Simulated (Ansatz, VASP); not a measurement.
## BN: VASP beside Ansatz

```
B N
1.0
     0.00000    1.81300    1.81300
     1.81300    0.00000    1.81300
     1.81300    1.81300    0.00000
B N
1 1
Cartesian
  0.0000 0.0000 0.0000
  2.7772 2.6618 2.6618
```

Change from the starting cell: all N atoms moved +0.100 Å, as atom 2 towards its neighbour atom 1 (B) at 1.570 Å.

Alike in both runs: task single point; functional PBEsol; k mesh 12 × 12 × 12; occupations gaussian, width 0.05 eV; no spin polarisation.

|  | VASP | Ansatz |
| --- | --- | --- |
| version | VASP 6.6.1 | Ansatz 0.2.0 |
| potentials or method | VASP PAW PBE potentials, release 64 (B, N) | scalar-relativistic, plane waves, PAW |
| plane-wave cutoff (eV) | 520 | 420 |
| valence electrons in the cell | 8 | 8 |

|  | VASP | Ansatz | Ansatz less VASP |
| --- | --- | --- | --- |
| gap on the k mesh at the Fermi level (eV) | 3.68 | 3.70 | +0.012 |
| least direct gap on the mesh (eV) | 7.81 | 7.82 | +0.006 |
| pressure (GPa) | -2.4 | -2.9 | -0.51 |
| largest component of the traceless stress (GPa) | 3.66 | 3.49 | -0.170 |
| rms of the force components (eV/Å) | 1.691 | 1.682 | -0.0091 |

Atom by atom the forces differ by 0.009 eV/Å (rms over components). The functional is the same, so the differences come from potentials, cutoffs and numerics.

Caveats: the PAW data sets were made with another functional, which shifts forces and pressure a little (VASP). A k mesh can miss the band edges.
